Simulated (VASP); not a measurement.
# Mg: convergence, self-consistent run

Mg, Im-3m (no. 229), 1 atom in the cell. LAK; PAW potentials Mg (PBE set). VASP 6.6.1.

Wanted: energy within 0.2 meV/atom; Fermi level within 0.005 eV.

What the run is for: comparing ways to start; Accuracy asked: tight.

POSCAR:
```
Mg
1.0
   -1.7727644967      1.7727644967      1.7727644967
    1.7727644967     -1.7727644967      1.7727644967
    1.7727644967      1.7727644967     -1.7727644967
Mg
1
Direct
    0.0000000000      0.0000000000      0.0000000000
```

## How the run starts (with a second run first, the time holds both)

| How the run starts (with a second run first, the time holds both) | Energy less reference (meV/atom) | Fermi level (eV) | Time (s) |
|---|---|---|---|
| from scratch: 23 SCF iterations | 0.00 | 2.8684 | 74 |
| PBE orbitals (WAVECAR): 8 + 8 SCF iterations | 0.00 | 2.8684 | 37 |
| PBE density (CHGCAR): 8 + 19 SCF iterations | 0.00 | 2.8683 | 64 |
| loose PBE orbitals: 8 + 8 SCF iterations | 0.00 | 2.8684 | 40 |

Chosen: PBE orbitals (WAVECAR): 8 + 8 SCF iterations, the fastest of those that stay within the tolerance.

## All choices together

| Input | Energy less reference (meV/atom) | Fermi level (eV) | Time (s) |
|---|---|---|---|
| chosen settings | 0.00 | 2.8684 | 37 |
| reference settings throughout | 0.00 | 2.8684 | 74 |

The tolerance is met.

## The input

INCAR.step1:
```
ALGO = Normal
EDIFF = 1E-5
ENCUT = 440
GGA = PE
GGA_COMPAT = False
ISIF = 2
ISMEAR = 1
LASPH = True
LCHARG = True
LREAL = False
LWAVE = True
NELM = 120
PREC = Accurate
SIGMA = 0.1
```

INCAR.step2:
```
ALGO = Normal
EDIFF = 1E-6
ENCUT = 440
GGA_COMPAT = False
ISIF = 2
ISMEAR = 1
ISTART = 1
LASPH = True
LCHARG = False
LMIXTAU = True
LREAL = False
LWAVE = False
METAGGA = LAK
NELM = 120
PREC = Accurate
SIGMA = 0.1
```

KPOINTS:
```
k-points
0
Gamma
  13 13 13
```

Commands (each step's output is kept before the next begins):
```
cat potpaw_PBE.64/Mg/POTCAR > POTCAR
cp INCAR.step1 INCAR
mpirun -np 1 vasp_std > vasp.out
cp INCAR.step2 INCAR
mpirun -np 1 vasp_std > vasp.out
```

The chosen input took VASP 6.6.1 37 s on 1 core (Intel Xeon Platinum 8375C @ 2.90GHz (Ice Lake)), a shared host.
